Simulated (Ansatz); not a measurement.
# Co: the cost of one run

Program: Ansatz 0.2.0. Level of theory: DFT PBEsol, scalar-relativistic, plane waves, PAW. These are calculated values, not measurements.

**1. The system as given**

The structure is cubic, space group Fd-3m (No. 227). Conventional cell: a = 4.627 Å, b = 4.627 Å, c = 4.627 Å, α = 90.00°, β = 90.00°, γ = 90.00°. Co (site symmetry -43m) has 4 Co at 2.00 Å as nearest neighbours.

Coordinates:

```
CELL_PARAMETERS angstrom
0.00000 2.31372 2.31372
2.31372 0.00000 2.31372
2.31372 2.31372 0.00000
ATOMIC_POSITIONS crystal
Co 0.50000 0.50000 0.50000
Co 0.75000 0.75000 0.75000
```

This is candidate A: diamond type (Fd-3m, No. 227).

(A quick probe on a coarse mesh, which set the mesh and smearing, is not shown.)

**3. Rough relaxation on the coarse mesh (candidate A)**

input.yaml

```yaml
crystal:
  lattice:
    - [0.0, 2.31371515, 2.31371515]
    - [2.31371515, 0.0, 2.31371515]
    - [2.31371515, 2.31371515, 0.0]
  atoms:
    - { symbol: Co, position: [0.5, 0.5, 0.5] }
    - { symbol: Co, position: [0.75, 0.75, 0.75] }
basis:
  ecutwfc: 420
kpoints:
  mp_grid: { grid: [6, 6, 6] }
hamiltonian:
  xc: pbesol
scf:
  occupations: { method: gaussian, width: 0.1 }
  lower_state_search: "off"
output:
  forces: true
  stress: true
  eigenvalues: true
relax:
  adjacent_minimum: "off"
  f_tol: 0.04
  max_steps: 70
  cell: { stress_tol: 0.4 }
```

**Question.** How long does this run take on 1 thread of an x86-64 CPU, shared host, and how much memory does it need?

About 9.8 s, with a peak of 0.43 GiB.
